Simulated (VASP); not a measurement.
# Mg2Sn (Fm-3m) in VASP: further runs

One crystal, Mg2Sn, is run at these levels: PBEsol, LDA, r2SCAN; tasks: relaxation of cell and atoms.

All numbers are computed with VASP 6.6.1; they aren't measurements. Logs are shortened: lines on timing, memory, paths and dates and some standing lists are left out, and cuts for length are marked.

## 1. Starting point

Symmetry: Fm-3m, No. 225, cubic system. Conventional cell: a = 6.739 Å, b = 6.739 Å, c = 6.739 Å, α = 90.00°, β = 90.00°, γ = 90.00°. Around Mg (site symmetry -43m) lie 4 Sn at 2.92 Å. Around Sn (site symmetry m-3m) lie 8 Mg at 2.92 Å.

## 2. Relaxation of cell and atoms, PBEsol

INCAR

```
PREC = Accurate
ENCUT = 600
EDIFF = 1E-6
ISMEAR = 1
SIGMA = 0.1
LREAL = False
LASPH = True
NELM = 80
ALGO = Normal
ISIF = 3
LWAVE = False
LCHARG = False
GGA = PS
IBRION = 2
NSW = 90
EDIFFG = -0.01
KPAR = 2
```

KPOINTS

```
Automatic mesh
0
Gamma
  10 10 10
```

POSCAR

```
Mg2Sn
1.0
    0.0000000000      3.3695000000      3.3695000000
    3.3695000000      0.0000000000      3.3695000000
    3.3695000000      3.3695000000      0.0000000000
Mg Sn
2 1
Direct
    0.2500000000      0.2500000000      0.2500000000
    0.7500000000      0.7500000000      0.7500000000
    0.0000000000      0.0000000000      0.0000000000
```

Potentials or basis: VASP PAW PBE potentials, release 64 (Mg, Sn_d).

Command:

```sh
> cat potpaw_PBE.64/Mg/POTCAR potpaw_PBE.64/Sn_d/POTCAR > POTCAR
> mpirun -np 2 vasp_std > vasp.out
```

OUTCAR:

```text
PREC = Accurate
   ENCUT = 600
   EDIFF = 1E-6
   ISMEAR = 1
   LREAL = False
   LASPH = True
   NELM = 80
   ISIF = 3
   GGA = PS
   IBRION = 2
   NSW = 90
   EDIFFG = -0.01

 ion  position               nearest neighbor table
   1  0.250  0.250  0.250-   3 2.92   3 2.92   3 2.92   3 2.92   2 3.37   2 3.37   2 3.37   2 3.37
                             2 3.37   2 3.37
   2  0.750  0.750  0.750-   3 2.92   3 2.92   3 2.92   3 2.92   1 3.37   1 3.37   1 3.37   1 3.37
                             1 3.37   1 3.37
   3  0.000  0.000  0.000-   2 2.92   2 2.92   2 2.92   1 2.92   2 2.92   1 2.92   1 2.92   1 2.92

  LATTYP: Found a face centered cubic cell.
 ALAT       =     6.7390000000

  Lattice vectors:

 A1 = (   0.0000000000,   3.3695000000,   3.3695000000)
 A2 = (   3.3695000000,   0.0000000000,   3.3695000000)
 A3 = (   3.3695000000,   3.3695000000,   0.0000000000)

Analysis of symmetry for initial positions (statically):
=====================================================================
 Subroutine PRICEL returns:
 Original cell was already a primitive cell.

 Routine SETGRP: Setting up the symmetry group for a
 face centered cubic supercell.

 Subroutine GETGRP returns: Found 48 space group operations
 (whereof 48 operations were pure point group operations)
 out of a pool of 48 trial point group operations.

The static configuration has the point symmetry O_h .

Analysis of symmetry for dynamics (positions and initial velocities):
=====================================================================
 Subroutine PRICEL returns:
 Original cell was already a primitive cell.

 Routine SETGRP: Setting up the symmetry group for a
 face centered cubic supercell.

 Subroutine GETGRP returns: Found 48 space group operations
 (whereof 48 operations were pure point group operations)
 out of a pool of 48 trial point group operations.

The dynamic configuration has the point symmetry O_h .

 Subroutine INISYM returns: Found 48 space group operations
 (whereof 48 operations are pure point group operations),
 and found     1 'primitive' translations

----------------------------------------------------------------------------------------

                                     Primitive cell

  volume of cell :      76.5114

  direct lattice vectors                    reciprocal lattice vectors
     0.000000000  3.369500000  3.369500000    -0.148389969  0.148389969  0.148389969
     3.369500000  0.000000000  3.369500000     0.148389969 -0.148389969  0.148389969
     3.369500000  3.369500000  0.000000000     0.148389969  0.148389969 -0.148389969

  length of vectors
     4.765192598  4.765192598  4.765192598     0.257018965  0.257018965  0.257018965

  position of ions in fractional coordinates (direct lattice)
     0.250000000  0.250000000  0.250000000
     0.750000000  0.750000000  0.750000000
     0.000000000  0.000000000  0.000000000

  ion indices of the primitive-cell ions
   primitive index   ion index
                 1           1
                 2           2
                 3           3

----------------------------------------------------------------------------------------

 KPOINTS: Automatic mesh

Automatic generation of k-mesh.
 Grid dimensions read from file:
 generate k-points for:   10   10   10

 Generating k-lattice:

  Cartesian coordinates                     Fractional coordinates (reciprocal lattice)
    -0.014838997  0.014838997  0.014838997     0.100000000  0.000000000  0.000000000
     0.014838997 -0.014838997  0.014838997     0.000000000  0.100000000  0.000000000
     0.014838997  0.014838997 -0.014838997     0.000000000  0.000000000  0.100000000

  Length of vectors
     0.025701897  0.025701897  0.025701897

  Shift w.r.t. Gamma in fractional coordinates (k-lattice)
     0.000000000  0.000000000  0.000000000

 Subroutine IBZKPT returns following result:
 ===========================================

 Found     47 irreducible k-points:

 Following reciprocal coordinates:
            Coordinates               Weight
  0.000000  0.000000  0.000000      1.000000
  0.100000  0.000000  0.000000      8.000000
  0.200000  0.000000  0.000000      8.000000
  0.300000  0.000000  0.000000      8.000000
  0.400000  0.000000  0.000000      8.000000
  0.500000  0.000000  0.000000      4.000000
[... 16 lines left out ...]
  0.300000  0.300000  0.000000      6.000000
  0.400000  0.300000  0.000000     24.000000
 [... further k-points ...]
   k-points           NKPTS =     47   k-points in BZ     NKDIM =     47   number of bands    NBANDS=     13
   number of dos      NEDOS =    301   number of ions     NIONS =      3
   total plane-waves  NPLWV =  64000
   dimension x,y,z NGX =    40 NGY =   40 NGZ =   40
   dimension x,y,z NGXF=    80 NGYF=   80 NGZF=   80
   ions per type =               2   1
   NGX,Y,Z   is equivalent  to a cutoff of  13.96, 13.96, 13.96 a.u.
   NGXF,Y,Z  is equivalent  to a cutoff of  27.91, 27.91, 27.91 a.u.
 SYSTEM =  unknown system
   PREC   = accura    normal or accurate (medium, high low for compatibility)
   ISTART =      0    job   : 0-new  1-cont  2-samecut
   ICHARG =      2    charge: 1-file 2-atom 10-const
   ISPIN  =      1    spin polarized calculation?
   LNONCOLLINEAR =      F non collinear calculations
   LSORBIT =      F    spin-orbit coupling
   LASPH  =      T    aspherical Exc in radial PAW
   ENCUT  =  600.0 eV  44.10 Ry    6.64 a.u.   9.52  9.52  9.52*2*pi/ulx,y,z
   NELM   =     80;   NELMIN=  2; NELMDL= -5     # of ELM steps
   EDIFF  = 0.1E-05   stopping-criterion for ELM
   LREAL  =      F    real-space projection
   EDIFFG = -.1E-01   stopping-criterion for IOM
   NSW    =     90    number of steps for IOM
   IBRION =      2    ionic relax: 0-MD 1-quasi-New 2-CG
   NFREE  =      1    steps in history (QN), initial steepest desc. (CG)
   ISIF   =      3    stress and relaxation
   ISYM   =      2    0-nonsym 1-usesym 2-fastsym
   POTIM  = 0.5000    time-step for ionic-motion
   TEBEG  =    0.0;   TEEND  =   0.0 temperature during run
   PSTRESS=    0.0 pullay stress
   NELECT =      18.0000    total number of electrons
   NUPDOWN=      -1.0000    fix difference up-down
   EMIN   =  10.00;   EMAX   =-10.00  energy-range for DOS
   EFERMI =   0.00;   METHOD = LEGACY
   ISMEAR =     1;   SIGMA  =   0.10  broadening in eV -4-tet -1-fermi 0-gaus
   EFERMI_NEDOS =   21; number of points for ismear=-14 and -15
   IALGO  =     38    algorithm
   IMIX   =      4    mixing-type and parameters
     AMIX     =   0.40;   BMIX     =  1.00
     AMIX_MAG =   1.60;   BMIX_MAG =  1.00
  volume/ion in A,a.u.               =      25.50       172.11
  Fermi-wavevector in a.u.,A,eV,Ry     =   1.010625  1.909805 13.896497  1.021364
  Thomas-Fermi vector in A             =   2.143626
   LORBIT       =      0    0 simple, 1 ext, 2 COOP (PROOUT), +10 PAW based schemes
   GGA     = PS    functional components
   LHFCALC =     F    Hartree Fock is set to
   AEXX    =    0.0000 exact exchange contribution
   IVDW    =     0    specifies the selected vdW correction
   LEPSILON=     F    determine dielectric tensor
   LRPA    =     F    only Hartree local field effects (RPA)
 conjugate gradient relaxation of ions
 non-spin polarized calculation
 Methfessel and Paxton  Order N= 1 SIGMA  =   0.10
  energy-cutoff  :      600.00
  volume of cell :       76.51
 maximum number of plane-waves:      2637
 NGX is ok and might be reduce to    40
   NGX = 19   NGY = 19   NGZ = 19

--------------------------------------- Ionic step        1  -------------------------------------------

 number of electron      18.0000001 magnetization

 Free energy of the ion-electron system (eV)
  ---------------------------------------------------
  ext. energy  EPLUGINS =         0.00000000
  ---------------------------------------------------
  free energy    TOTEN  =        -8.33324064 eV

  energy without entropy =       -8.33350246  energy(sigma->0) =       -8.33332792

------------------------ aborting loop because EDIFF is reached ----------------------------------------

  FORCE on cell =-STRESS in cart. coord.  units (eV):
  Direction    XX          YY          ZZ          XY          YZ          ZX
  --------------------------------------------------------------------------------------
  -------------------------------------------------------------------------------------
  Total        0.0381173      0.0381173      0.0381173      0.0000000      0.0000000     -0.0000000
  in kB        0.7981897      0.7981897      0.7981897      0.0000000      0.0000000     -0.0000000
  external PRESSURE =       0.7981897 kB  Pullay stress =       0.0000000 kB

 VOLUME and BASIS-vectors are now :
 -----------------------------------------------------------------------------
  energy-cutoff  :      600.00
  volume of cell :       76.51
      direct lattice vectors                 reciprocal lattice vectors
     0.000000000  3.369500000  3.369500000    -0.148389969  0.148389969  0.148389969
     3.369500000  0.000000000  3.369500000     0.148389969 -0.148389969  0.148389969
     3.369500000  3.369500000  0.000000000     0.148389969  0.148389969 -0.148389969

 POSITION                                       TOTAL-FORCE (eV/Angst)
 -----------------------------------------------------------------------------------
      1.68475      1.68475      1.68475        -0.000000     -0.000000     -0.000000
      5.05425      5.05425      5.05425         0.000000     -0.000000      0.000000
      0.00000      0.00000      0.00000        -0.000000      0.000000     -0.000000
 -----------------------------------------------------------------------------------
    total drift:                               -0.000000      0.000000     -0.000000

  FREE ENERGIE OF THE ION-ELECTRON SYSTEM (eV)
  ---------------------------------------------------
  free  energy   TOTEN  =        -8.3332406428 eV

  energy  without entropy=       -8.3335024613  energy(sigma->0) =       -8.33332792

--------------------------------------- Ionic step        2  -------------------------------------------

 number of electron      18.0000001 magnetization

 Free energy of the ion-electron system (eV)
  ---------------------------------------------------
  ext. energy  EPLUGINS =         0.00000000
  ---------------------------------------------------
  free energy    TOTEN  =        -8.33323734 eV

  energy without entropy =       -8.33348583  energy(sigma->0) =       -8.33332017

 E-fermi :   4.2082     XC(G=0):  -8.8892

 val. band max:        4.1554761295   @ k =  -0.1000   0.1000   0.0000
 cond. band min:       4.2391279183   @ k =   0.0000   0.0000   0.0000
 fundamental gap:      0.0836517888
 Fermi energy:         4.2082404582

 k-point     1 :       0.0000    0.0000    0.0000
  band No.  band energies     occupation
      1     -16.6437      2.00000
      2     -16.6437      2.00000
      3     -16.6437      2.00000
      4     -16.6036      2.00000
      5     -16.6036      2.00000
      6      -4.9169      2.00000
      7       4.2391      0.50384
      8       4.2391      0.50384
      9       4.2391      0.50384
     10       5.6398     -0.00000
     11       6.4144      0.00000
     12       6.4144      0.00000
     13       6.4144      0.00000

 k-point     2 :       0.1000    0.0000    0.0000
  band No.  band energies     occupation
      1     -16.6437      2.00000
      2     -16.6434      2.00000
      3     -16.6434      2.00000
      4     -16.6035      2.00000
      5     -16.6035      2.00000
      6      -4.8351      2.00000
      7       3.2892      2.00000
      8       4.1099      2.04658
      9       4.1099      2.04658
     10       5.8448     -0.00000
     11       6.6166      0.00000
[... 339 lines left out ...]
 k-point    24 :       0.4000    0.3000    0.0000
  band No.  band energies     occupation
      1     -16.6460      2.00000
      2     -16.6383      2.00000
      3     -16.6382      2.00000
      4     -16.6052      2.00000
      5     -16.6011      2.00000
      6      -3.6803      2.00000
      7       0.4785      2.00000
      8       2.0516      2.00000
      9       2.4386      2.00000
     10       4.6472     -0.00000
     11       5.2517     -0.00000
     12       9.2708      0.00000
     13       9.4009      0.00000

 [... further k-points ...]
[... 5 lines left out ...]
  --------------------------------------------------------------------------------------
  -------------------------------------------------------------------------------------
  Total       -0.0193791     -0.0193791     -0.0193791      0.0000000      0.0000000     -0.0000000
  in kB       -0.4050601     -0.4050601     -0.4050601      0.0000000      0.0000000     -0.0000000
  external PRESSURE =      -0.4050601 kB  Pullay stress =       0.0000000 kB

 VOLUME and BASIS-vectors are now :
 -----------------------------------------------------------------------------
  energy-cutoff  :      600.00
  volume of cell :       76.65
      direct lattice vectors                 reciprocal lattice vectors
    -0.000000000  3.371565367  3.371565367    -0.148299068  0.148299068  0.148299068
     3.371565367  0.000000000  3.371565367     0.148299068 -0.148299068  0.148299068
     3.371565367  3.371565367  0.000000000     0.148299068  0.148299068 -0.148299068

 POSITION                                       TOTAL-FORCE (eV/Angst)
 -----------------------------------------------------------------------------------
      1.68578      1.68578      1.68578        -0.000000     -0.000000     -0.000000
      5.05735      5.05735      5.05735         0.000000      0.000000      0.000000
      3.37157      0.00000      3.37157         0.000000      0.000000     -0.000000
 -----------------------------------------------------------------------------------
    total drift:                               -0.000000      0.000000     -0.000000

  FREE ENERGIE OF THE ION-ELECTRON SYSTEM (eV)
  ---------------------------------------------------
  free  energy   TOTEN  =        -8.3332373374 eV

  energy  without entropy=       -8.3334858257  energy(sigma->0) =       -8.33332017

 reached required accuracy - stopping structural energy minimisation
```

Wall time 26 s (2 MPI ranks of Intel Xeon 6975P-C (Granite Rapids), shared host); peak memory 0.28 GiB.

Results:

- Free energy: -8.3332 eV
- Relaxed volume: 25.55 Å³/atom
- Relaxed cell: a = 4.768 Å, b = 4.768 Å, c = 4.768 Å, α = 60.00°, β = 60.00°, γ = 60.00°
- Space group after relaxing (to 0.05 Å): Fm-3m (No. 225)
- Energy gained by relaxing: 0.0 meV/atom
- Ionic steps: 2
- Pressure after relaxing: 0.0 GPa
- Band gap on the k mesh: none (metal or under the smearing width)

Final structure:
```
CELL_PARAMETERS angstrom
0.00000 3.37157 3.37157
3.37157 0.00000 3.37157
3.37157 3.37157 0.00000
ATOMIC_POSITIONS crystal
Mg 0.25000 0.25000 0.25000
Mg 0.75000 0.75000 0.75000
Sn 0.00000 0.00000 0.00000
```

Levels at points of the mesh, in eV from the Fermi level:
```
           k point  band 5  band 6  band 7  band 8  band 9  band 10  band 11  band 12  band 13
(0.00, 0.00, 0.00)  -20.81   -9.13    0.03    0.03    0.03     1.43     2.21     2.21     2.21
(0.50, 0.00, 0.00)  -20.81   -7.85   -4.81   -0.80   -0.80     0.73     2.25     2.25     3.94
(0.50, 0.50, 0.00)  -20.81   -7.34   -4.58   -2.09   -2.09    -0.09     0.13     7.26     7.26
```

Caveat: the PAW data sets were made with another functional, which shifts forces and pressure a little; this crystal is a semiconductor, whose small gap the functional closes, so the metal is an error of the method.

[end of part 1 of 2]
